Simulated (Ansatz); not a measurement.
CsBr (CsCl type)

```yaml
crystal:
  lattice:
    - [4.38897, 0.00000, 0.00000]
    - [0.00000, 4.38897, 0.00000]
    - [0.00000, 0.00000, 4.38897]
  atoms:
    - { symbol: Cs, position: [0.00000, 0.00000, 0.00000] }
    - { symbol: Br, position: [0.50000, 0.50000, 0.50000] }
```

Computed with PBE (plane waves to 420 eV, PAW, scalar-relativistic; Ansatz, a first-principles code). DFPT wavenumbers on a 6×6×6 k mesh, in cm⁻¹; i marks imaginary ones, q is in fractions of the reciprocal vectors of the cell shown, and the three acoustic modes at Γ are left out. The non-analytic (LO-TO) term is not included, so polar modes at Γ have their transverse values. CsBr was relaxed with its symmetry unable to fall.

Q: Does any mode at Γ, X = (0.5, 0.0, 0.0), M = (0.5, 0.5, 0.0), R = (0.5, 0.5, 0.5) come out imaginary?

A: No imaginary mode at these points (lowest 26 cm⁻¹ at M = (0.5, 0.5, 0.0)); other wave vectors were not tested.

Q: Predict the phonon wavenumbers at Γ, X = (0.5, 0.0, 0.0), M = (0.5, 0.5, 0.0), R = (0.5, 0.5, 0.5).

A: 
| q | wavenumbers (cm⁻¹) |
|---|---|
| Γ | 55 (×3) |
| X = (0.5, 0.0, 0.0) | 30 (×2), 46 (×2), 71, 85 |
| M = (0.5, 0.5, 0.0) | 26, 40, 50 (×2), 69 (×2) |
| R = (0.5, 0.5, 0.5) | 51 (×3), 68 (×3) |
